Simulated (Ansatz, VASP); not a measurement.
## BeTe in VASP and in Ansatz

```xyz
2
Lattice="0.0000 2.6832 2.6832 2.6832 0.0000 2.6832 2.6832 2.6832 0.0000" Properties=species:S:1:pos:R:3 pbc="T T T"
Be    0.0000    0.0000    0.0000
Te    2.6832    2.6832    2.6832
```

The cell was built by a generator and needn't be a form met in nature.

Alike in both runs: task single point; functional HSE06; k mesh 4 × 4 × 4; occupations fermi-dirac, width 0.02 eV; no spin polarisation.

|  | VASP | Ansatz |
| --- | --- | --- |
| version | VASP 6.6.1 | Ansatz 0.2.0 |
| potentials or method | VASP PAW PBE potentials, release 64 (Be, Te) | plane waves, PAW |
| plane-wave cutoff (eV) | 520 | 420 |
| valence electrons in the cell | 8 | 18 |

|  | VASP | Ansatz | Ansatz less VASP |
| --- | --- | --- | --- |
| pressure (GPa) | -0.2 | 0.0 | +0.21 |

The two sets of potentials don't hold the same shells in valence. Ansatz warned: «filled_band_counts_differ_across_k_points».

Caveats: the k mesh is coarse (spacing up to 0.51 Å⁻¹), so the values aren't converged, least of all with exact exchange; the PAW data sets were made with another functional, which shifts forces and pressure a little (VASP). The runs have no spin-orbit coupling, so splittings on Te are missing.
